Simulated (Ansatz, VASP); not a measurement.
# Two plane-wave programs on MgS (Niningerite)

INCAR

```
  ALGO = Normal
  EDIFF = 1E-6
  ENCUT = 520
  GGA = CA
  ISIF = 2
  ISMEAR = 0
  LASPH = True
  LCHARG = False
  LREAL = False
  LWAVE = False
  NBANDS = 11
  NELM = 100
  PREC = Accurate
  SIGMA = 0.01
```

File KPOINTS:

```
k-points
0
Gamma
  8 8 8
```

POSCAR

```
MgS
1.0
    0.0000000000      2.6016500000      2.6016500000
    2.6016500000      0.0000000000      2.6016500000
    2.6016500000      2.6016500000      0.0000000000
S Mg
1 1
Direct
    0.5000000000      0.5000000000      0.5000000000
    0.0000000000      0.0000000000      0.0000000000
```

The input input.yaml:

```yaml
crystal:
  lattice:
    - [0.0, 2.60165, 2.60165]
    - [2.60165, 0.0, 2.60165]
    - [2.60165, 2.60165, 0.0]
  atoms:
    - { symbol: S, position: [0.5, 0.5, 0.5] }
    - { symbol: Mg, position: [0.0, 0.0, 0.0] }
kpoints:
  mp_grid: { grid: [8, 8, 8] }
  band_path:
    path:
      - [0.0, 0.0, 0.0]
      - [0.5, 0.0, 0.5]
      - [0.625, 0.25, 0.625]
      - [0.375, 0.375, 0.75]
      - [0.5, 0.5, 0.5]
      - [0.5, 0.25, 0.75]
      - [0.0, 0.5, 0.5]
    npoints: 1
hamiltonian:
  xc: lda
scf:
  occupations: { method: fixed }
  n_extra_bands: 4
output:
  forces: true
  stress: true
  eigenvalues: true
  write_density: true
  write_potential: true
  elf: true
  volumetric_format: npy
```

Alike in both runs: functional LDA; k mesh 8 × 8 × 8; no spin polarisation.

|  | VASP | Ansatz |
| --- | --- | --- |
| version | VASP 6.6.1 | Ansatz 0.2.0 |
| potentials or method | VASP PAW LDA potentials, release 64 (S, Mg) | Ansatz PAW |
| plane-wave cutoff (eV) | 520 | 420 |
| occupations | gaussian, width 0.01 eV | fixed |
| valence electrons in the cell | 8 | 16 |
| task | single point | band structure |

|  | VASP | Ansatz | Ansatz less VASP |
| --- | --- | --- | --- |
| gap on the k mesh at the Fermi level (eV) | 2.56 | 2.56 | +0.002 |
| least direct gap on the mesh (eV) | 3.49 | 3.48 | -0.011 |
| pressure (GPa) | -3.9 | -3.3 | +0.57 |

The two sets of potentials don't hold the same shells in valence.

Caveats: the PAW data sets come from PBE, with cores solved anew for the run's functional, which leaves a small shift of forces and pressure (Ansatz). A k mesh can miss the band edges. A hybrid or GW would open this gap; LDA tends to underestimate it.
